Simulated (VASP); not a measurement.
# What goes wrong when the modes of SiC (Moissanite) are computed with a bad input, part 2 of 3

Aim: see how common mistakes in a phonon run show up, on SiC (Moissanite). The starting structure is a measured crystal structure from the Crystallography Open Database.

VASP 6.6.1.

**2. Reference modes (continued)**

Level of this step: LDA; plane waves and PAW (Si, C) (VASP).

From OUTCAR (step 2):

```text
ion  position               nearest neighbor table
   1  0.667  0.333  0.505-   4 1.87   4 1.87   4 1.87   3 1.89   2 3.07   2 3.07   2 3.07   2 3.07
                             2 3.07   2 3.07
   2  0.333  0.667  0.005-   3 1.87   3 1.87   3 1.87   4 1.89   1 3.07   1 3.07   1 3.07   1 3.07
                             1 3.07   1 3.07
   3  0.667  0.333  0.880-   2 1.87   2 1.87   2 1.87   1 1.89
   4  0.333  0.667  0.380-   1 1.87   1 1.87   1 1.87   2 1.89

  LATTYP: Found a hexagonal cell.
 ALAT       =     3.0580883953
 C/A-ratio  =     1.6412477256

 Subroutine GETGRP returns: Found 12 space group operations
 (whereof  6 operations were pure point group operations)

The static configuration has the point symmetry C_3v.
 The point group associated with its full space group is C_6v.

 Found     76 irreducible k-points:

   k-points           NKPTS =     76   k-points in BZ     NKDIM =     76   number of bands    NBANDS=     14

   dimension x,y,z NGX =    24 NGY =   24 NGZ =   40
   dimension x,y,z NGXF=    48 NGYF=   48 NGZF=   80

   ENCUT  =  520.0 eV  38.22 Ry    6.18 a.u.   5.69  5.69  9.33*2*pi/ulx,y,z

   NELECT =      16.0000    total number of electrons

 k-points in reciprocal lattice and weights: Automatic mesh
   0.00000000  0.00000000  0.00000000       0.001
   0.08333333  0.00000000  0.00000000       0.007
   0.16666667  0.00000000  0.00000000       0.007
   0.25000000  0.00000000  0.00000000       0.007
   0.33333333  0.00000000  0.00000000       0.007
   0.41666667  0.00000000  0.00000000       0.007
   0.50000000  0.00000000  0.00000000       0.003
   0.08333333  0.08333333  0.00000000       0.007
   0.16666667  0.08333333  0.00000000       0.014
[...]
0.33333333  0.25000000  0.50000000       0.014
   0.33333333  0.33333333  0.50000000       0.002

 average (electrostatic) potential at core
       1 -81.6867       2 -81.6867       3 -48.7575       4 -48.7575

  Total        0.0025548      0.0025548      0.0026217      0.0000000      0.0000000     -0.0000000
  in kB        0.1006944      0.1006944      0.1033321      0.0000000      0.0000000     -0.0000000
  external PRESSURE =       0.1015736 kB  Pullay stress =       0.0000000 kB

  energy-cutoff  :      520.00
  volume of cell :       40.65
      direct lattice vectors                 reciprocal lattice vectors
     3.058088395  0.000000000  0.000000000     0.327001666  0.188794500  0.000000000
    -1.529044198  2.648382237  0.000000000     0.000000000  0.377589000  0.000000000
     0.000000000  0.000000000  5.019080624     0.000000000  0.000000000  0.199239677

 POSITION                                       TOTAL-FORCE (eV/Angst)
 -----------------------------------------------------------------------------------
      1.52904      0.88279      2.53263        -0.000000      0.000000     -0.000145
     -0.00000      1.76559      0.02309         0.000000     -0.000000     -0.000145
      1.52904      0.88279      4.41880        -0.000000      0.000000      0.000145
     -0.00000      1.76559      1.90926         0.000000     -0.000000      0.000145
 -----------------------------------------------------------------------------------
    total drift:                               -0.000000      0.000000     -0.000095

 MACROSCOPIC STATIC DIELECTRIC TENSOR (including local field effects in DFT)
 ------------------------------------------------------
           6.896148     0.000000    -0.000000
           0.000000     6.896148     0.000000
           0.000000     0.000000     7.254142
 ------------------------------------------------------

 PIEZOELECTRIC TENSOR (including local field effects)  for field in x, y, z        (C/m^2)
          XX          YY          ZZ          XY          YZ          ZX
  --------------------------------------------------------------------------------
  x     0.00000    -0.00000     0.00000     0.00000     0.00000     0.59531
  y     0.00000     0.00000     0.00000     0.00000     0.59531     0.00000
  z     0.47045     0.47045    -0.80851     0.00000     0.00000    -0.00000

 BORN EFFECTIVE CHARGES (including local field effects) (in |e|, cummulative output)
 ---------------------------------------------------------------------------------
 ion    1
    1     2.67501     0.00000     0.00000
    2     0.00000     2.67501     0.00000
    3     0.00000    -0.00000     2.87485
 ion    2
    1     2.67501     0.00000     0.00000
    2     0.00000     2.67501     0.00000
    3    -0.00000     0.00000     2.87485
 ion    3
    1    -2.67501    -0.00000    -0.00000
    2    -0.00000    -2.67501    -0.00000
    3     0.00000     0.00000    -2.87485
 ion    4
    1    -2.67501    -0.00000     0.00000
    2    -0.00000    -2.67501     0.00000
    3    -0.00000     0.00000    -2.87485

 Eigenvectors and eigenvalues of the dynamical matrix
 ----------------------------------------------------

   1 f  =   25.196472 THz   158.314102 2PiTHz  840.463836 cm-1   104.204188 meV
             X         Y         Z           dx          dy          dz
      1.529044  0.882794  2.532631    -0.000000    0.000000   -0.008435
     -0.000000  1.765588  0.023090    -0.000000    0.000000    0.008435
      1.529044  0.882794  4.418796     0.000000   -0.000000   -0.707056
     -0.000000  1.765588  1.909256     0.000000   -0.000000    0.707056

   2 f  =   23.979597 THz   150.668254 2PiTHz  799.873272 cm-1    99.171602 meV
             X         Y         Z           dx          dy          dz
      1.529044  0.882794  2.532631    -0.356186   -0.151401   -0.000000
     -0.000000  1.765588  0.023090    -0.356186   -0.151401    0.000000
      1.529044  0.882794  4.418796     0.544626    0.231500    0.000000
     -0.000000  1.765588  1.909256     0.544626    0.231500   -0.000000

   3 f  =   23.979597 THz   150.668254 2PiTHz  799.873272 cm-1    99.171602 meV
             X         Y         Z           dx          dy          dz
      1.529044  0.882794  2.532631     0.151401   -0.356186   -0.000000
     -0.000000  1.765588  0.023090     0.151401   -0.356186   -0.000000
      1.529044  0.882794  4.418796    -0.231500    0.544626    0.000000
     -0.000000  1.765588  1.909256    -0.231500    0.544626    0.000000

   4 f  =   23.077845 THz   145.002379 2PiTHz  769.794063 cm-1    95.442257 meV
             X         Y         Z           dx          dy          dz
      1.529044  0.882794  2.532631     0.000000   -0.000000   -0.387030
     -0.000000  1.765588  0.023090    -0.000000    0.000000   -0.387030
      1.529044  0.882794  4.418796     0.000000   -0.000000    0.591784
     -0.000000  1.765588  1.909256    -0.000000    0.000000    0.591784

   5 f  =   22.975290 THz   144.358003 2PiTHz  766.373175 cm-1    95.018121 meV
             X         Y         Z           dx          dy          dz
      1.529044  0.882794  2.532631    -0.334223   -0.142066   -0.000000
     -0.000000  1.765588  0.023090     0.334223    0.142066   -0.000000
      1.529044  0.882794  4.418796    -0.558373   -0.237344    0.000000
     -0.000000  1.765588  1.909256     0.558373    0.237344    0.000000

   6 f  =   22.975290 THz   144.358003 2PiTHz  766.373175 cm-1    95.018121 meV
             X         Y         Z           dx          dy          dz
      1.529044  0.882794  2.532631     0.142066   -0.334223    0.000000
     -0.000000  1.765588  0.023090    -0.142066    0.334223    0.000000
      1.529044  0.882794  4.418796     0.237344   -0.558373   -0.000000
     -0.000000  1.765588  1.909256    -0.237344    0.558373   -0.000000

   7 f  =   17.923633 THz   112.617510 2PiTHz  597.868054 cm-1    74.126158 meV
             X         Y         Z           dx          dy          dz
      1.529044  0.882794  2.532631    -0.000000   -0.000000    0.707056
     -0.000000  1.765588  0.023090     0.000000    0.000000   -0.707056
      1.529044  0.882794  4.418796    -0.000000   -0.000000   -0.008435
     -0.000000  1.765588  1.909256     0.000000    0.000000    0.008435

   8 f  =    7.731678 THz    48.579566 2PiTHz  257.901020 cm-1    31.975637 meV
             X         Y         Z           dx          dy          dz
      1.529044  0.882794  2.532631     0.558373    0.237345   -0.000000
     -0.000000  1.765588  0.023090    -0.558373   -0.237345   -0.000000
      1.529044  0.882794  4.418796    -0.334222   -0.142066   -0.000000
     -0.000000  1.765588  1.909256     0.334222    0.142066   -0.000000

   9 f  =    7.731678 THz    48.579566 2PiTHz  257.901020 cm-1    31.975637 meV
             X         Y         Z           dx          dy          dz
      1.529044  0.882794  2.532631     0.237345   -0.558373    0.000000
     -0.000000  1.765588  0.023090    -0.237345    0.558373    0.000000
      1.529044  0.882794  4.418796    -0.142066    0.334222    0.000000
     -0.000000  1.765588  1.909256     0.142066   -0.334222    0.000000

  10 f/i=    0.000658 THz     0.004131 2PiTHz    0.021932 cm-1     0.002719 meV
             X         Y         Z           dx          dy          dz
      1.529044  0.882794  2.532631    -0.043795   -0.590162    0.000000
     -0.000000  1.765588  0.023090    -0.043795   -0.590162    0.000000
      1.529044  0.882794  4.418796    -0.028642   -0.385967    0.000000
     -0.000000  1.765588  1.909256    -0.028642   -0.385967    0.000000

  11 f/i=    0.000658 THz     0.004131 2PiTHz    0.021932 cm-1     0.002719 meV
             X         Y         Z           dx          dy          dz
      1.529044  0.882794  2.532631    -0.590162    0.043795   -0.000000
     -0.000000  1.765588  0.023090    -0.590162    0.043795   -0.000000
      1.529044  0.882794  4.418796    -0.385967    0.028642   -0.000000
     -0.000000  1.765588  1.909256    -0.385967    0.028642   -0.000000

  12 f/i=    0.000704 THz     0.004425 2PiTHz    0.023493 cm-1     0.002913 meV
             X         Y         Z           dx          dy          dz
      1.529044  0.882794  2.532631    -0.000000    0.000000    0.591784
     -0.000000  1.765588  0.023090    -0.000000    0.000000    0.591784
      1.529044  0.882794  4.418796    -0.000000    0.000000    0.387030
     -0.000000  1.765588  1.909256    -0.000000    0.000000    0.387030

 MACROSCOPIC STATIC DIELECTRIC TENSOR IONIC CONTRIBUTION
 ------------------------------------------------------
           3.218446     0.000000    -0.000000
           0.000000     3.218446    -0.000000
          -0.000000    -0.000000     4.013458
 ------------------------------------------------------

 ELASTIC MODULI CONTR FROM IONIC RELAXATION (kBar)
 Direction    XX          YY          ZZ          XY          YZ          ZX
 --------------------------------------------------------------------------------
 XX        -500.6183    260.0568    228.0855     -0.0000     -0.0000      0.0000
 YY         260.0568   -500.6183    228.0855     -0.0000      0.0000     -0.0000
 ZZ         228.0855    228.0855   -432.5131      0.0000     -0.0000     -0.0000
 XY          -0.0000     -0.0000      0.0000   -380.3375      0.0000      0.0000
 YZ           0.0000      0.0000     -0.0000      0.0000   -131.3817     -0.0000
 ZX           0.0000     -0.0000     -0.0000     -0.0000     -0.0000   -138.5127
 --------------------------------------------------------------------------------

 PIEZOELECTRIC TENSOR IONIC CONTR  for field in x, y, z        (C/m^2)
          XX          YY          ZZ          XY          YZ          ZX
  --------------------------------------------------------------------------------
  x     0.00000    -0.00000    -0.00000    -0.00000    -0.00000    -0.62826
  y    -0.00000     0.00000    -0.00000     0.00000    -0.61188    -0.00000
  z    -0.65378    -0.65378     1.23974    -0.00000     0.00000     0.00000
```

Energies printed during the response cycles are not total energies of the cell.

Reference: the zone-centre modes are B1 (2) 840.5, E1 799.9, A1 769.8, E2 (2) 766.4, B1 (1) 597.9, E2 (1) 257.9 cm⁻¹.

**3. Modes with finite displacements, else as the reference**

Against step 2 the input has IBRION = 6, NFREE = 2, POTIM = 0.015, no LEPSILON and no LPEAD (also changed: NSW).

The input, INCAR:

```
SYSTEM = SiC
PREC = Accurate
ENCUT = 520
EDIFF = 1E-08
NELM = 100
ISMEAR = 0
SIGMA = 0.03
LREAL = .FALSE.
ALGO = Normal
GGA = CA
NBANDS = 14
LORBIT = 11
LWAVE = .FALSE.
LCHARG = .FALSE.
KPAR = 8
IBRION = 6
NFREE = 2
POTIM = 0.015
NSW = 1
ISIF = 2
```

The input, POSCAR:

```
SiC
1.0
    3.0580883953      0.0000000000      0.0000000000
   -1.5290441976      2.6483822373      0.0000000000
    0.0000000000      0.0000000000      5.0190806236
Si C
2 2
Direct
    0.6666666667      0.3333333333      0.5046005286
    0.3333333333      0.6666666667      0.0046005286
    0.6666666667      0.3333333333      0.8803994714
    0.3333333333      0.6666666667      0.3803994714
```

The input, KPOINTS:

```
Automatic mesh
0
Gamma
12 12 6
0 0 0
```

The projector-augmented-wave data sets are Si and C (LDA family, release 64).

Command:

```sh
mpirun -np 8 vasp_std
```

Log:

```text
[banner, memory and clock lines left out]
running    8 mpi-ranks, on    1 nodes
[...]
[... a notice as in an earlier step ...]

 LDA part: xc-table for (Slater(with rela. corr.)+CA(PZ))
 , standard interpolation
 POSCAR, INCAR and KPOINTS ok, starting setup
[...]
entering main loop
       N       E                     dE             d eps       ncg     rms          rms(c)
[... 15 cycles as in an earlier step ...]
   1 F= -.33276045E+02 E0= -.33276045E+02  d E =-.878041E-23
[... from here on, the cycles between the ionic steps are left out ...]
   2 F= -.33273748E+02 E0= -.33273748E+02  d E =-.759818E-19
   3 F= -.33273748E+02 E0= -.33273748E+02  d E =-.760064E-19
   4 F= -.33272887E+02 E0= -.33272887E+02  d E =-.107400E-17
   5 F= -.33272990E+02 E0= -.33272990E+02  d E =-.724016E-12
   6 F= -.33273814E+02 E0= -.33273814E+02  d E =-.976070E-21
   7 F= -.33273814E+02 E0= -.33273814E+02  d E =-.962439E-21
   8 F= -.33273306E+02 E0= -.33273306E+02  d E =-.216272E-12
   9 F= -.33273215E+02 E0= -.33273215E+02  d E =-.271983E-18
 Finite differences progress:
  Degree of freedom:   4/  4
  Displacement:        2/  2
  Total:               8/  8
```

The job ended after 3.1 min (8 MPI ranks of AMD EPYC 7R43, shared host; peak memory 3.5 GiB).

From OUTCAR (step 3):

```text
  Total       -0.0750625     -0.0750625      0.1630775     -0.0000000      0.0000000      0.0000000
  in kB       -2.9585503     -2.9585503      6.4276150     -0.0000000      0.0000000      0.0000000
  external PRESSURE =       0.1701715 kB  Pullay stress =       0.0000000 kB

 POSITION                                       TOTAL-FORCE (eV/Angst)
 -----------------------------------------------------------------------------------
      1.52904      0.88279      2.53263         0.000000      0.000000     -0.142550
     -0.00000      1.76559      0.02309        -0.000000      0.000000     -0.141635
      1.52904      0.88279      4.40380         0.000000     -0.000000      0.380027
     -0.00000      1.76559      1.90926        -0.000000      0.000000     -0.095842
 -----------------------------------------------------------------------------------
    total drift:                               -0.000000     -0.000000     -0.000201

  FREE ENERGIE OF THE ION-ELECTRON SYSTEM (eV)
  ---------------------------------------------------
  free  energy   TOTEN  =       -33.2732154177 eV

  energy  without entropy=      -33.2732154177  energy(sigma->0) =      -33.27321542

[... 2 parts as in an earlier step ...]

[... 1 further part left out ...]
[key lines of the parts left out:]
E-fermi :   8.6058
```

The last energy, forces and stress in OUTCAR belong to the last displaced cell, not to that of POSCAR.

With finite displacements, else as the reference the modes are at the top B1 (2) 839.9, E1 799.7 cm⁻¹, at the bottom B1 (1) 597.5, E2 (1) 257.9 cm⁻¹, with 2 more of the listed ones between; the largest shift is -0.6 cm⁻¹, in B1 (2), from the reference.

**4. Modes with a loose electronic threshold**

A slip made on purpose: a loose electronic threshold. Against step 2 the input has EDIFF = 1E-04, IBRION = 6, NFREE = 2, POTIM = 0.015, no LEPSILON and no LPEAD (also changed: NELM and NSW).

INCAR, as its differences from that of step 3:

```diff
@@ -3,4 +3,4 @@
 ENCUT = 520
-EDIFF = 1E-08
-NELM = 100
+EDIFF = 1E-04
+NELM = 60
 ISMEAR = 0
```

POSCAR is that of step 3.

KPOINTS is that of step 3.

Command:

```sh
mpirun -np 8 vasp_std
```

Log:

```text
[... set-up lines as in an earlier step ...]
 entering main loop
       N       E                     dE             d eps       ncg     rms          rms(c)
[... 9 cycles as in an earlier step ...]
DAV:  10    -0.332760424402E+02   -0.50945E-04   -0.51785E-04  2680   0.160E-01
   1 F= -.33276042E+02 E0= -.33276042E+02  d E =-.110067E-22
[... from here on, the cycles between the ionic steps are left out ...]
   2 F= -.33273746E+02 E0= -.33273746E+02  d E =-.751783E-19
   3 F= -.33273746E+02 E0= -.33273746E+02  d E =-.742873E-19
   4 F= -.33272837E+02 E0= -.33272837E+02  d E =-.102764E-17
   5 F= -.33272988E+02 E0= -.33272988E+02  d E =-.656844E-12
   6 F= -.33273813E+02 E0= -.33273813E+02  d E =-.794688E-21
   7 F= -.33273816E+02 E0= -.33273816E+02  d E =-.738800E-21
   8 F= -.33273276E+02 E0= -.33273276E+02  d E =-.181694E-12
   9 F= -.33273218E+02 E0= -.33273218E+02  d E =-.272822E-18
 Finite differences progress:
  Degree of freedom:   4/  4
  Displacement:        2/  2
  Total:               8/  8
```

Run time: 91 s. Hardware: 8 MPI ranks; peak memory 3.4 GiB; 12 min of CPU time.

Parts of OUTCAR (step 4):

```text
  Total       -0.0716879     -0.0716879      0.1551786     -0.0000000      0.0000000      0.0000000
  in kB       -2.8255407     -2.8255407      6.1162839     -0.0000000      0.0000000      0.0000000
  external PRESSURE =       0.1550675 kB  Pullay stress =       0.0000000 kB

 POSITION                                       TOTAL-FORCE (eV/Angst)
 -----------------------------------------------------------------------------------
      1.52904      0.88279      2.53263        -0.000000      0.000000     -0.142472
     -0.00000      1.76559      0.02309        -0.000000      0.000000     -0.141113
      1.52904      0.88279      4.40380         0.000000     -0.000000      0.381042
     -0.00000      1.76559      1.90926         0.000000      0.000000     -0.097457
 -----------------------------------------------------------------------------------
    total drift:                               -0.001193     -0.000001      0.000486

  FREE ENERGIE OF THE ION-ELECTRON SYSTEM (eV)
  ---------------------------------------------------
  free  energy   TOTEN  =       -33.2732176969 eV

  energy  without entropy=      -33.2732176969  energy(sigma->0) =      -33.27321770

[... 2 parts as in an earlier step ...]

[... 1 further part left out ...]
[key lines of the parts left out:]
E-fermi :   8.6060
```

With a loose electronic threshold the modes are at the top B1 (2) 843.7, E1 803.4 cm⁻¹, at the bottom B1 (1) 597.1, E2 (1) 253.4 cm⁻¹, with 2 more of the listed ones between; the largest shift is +6.5 cm⁻¹, in E2 (2), from finite displacements, else as the reference.

(Part 2 of 3 ends here.)

[Lines on the potential files, build, host, timing and source positions are cut from VASP's logs without a mark.]

[Logs are printed without paths, hosts, clocks, repeated set-up lines and the standing remarks that a program may print on its own settings, such as how far it seeks lower states.]

[Hosts, paths, dates, database ids (printed as entryN), source tags and the programs' standing remarks are cut or masked in the printed files.]
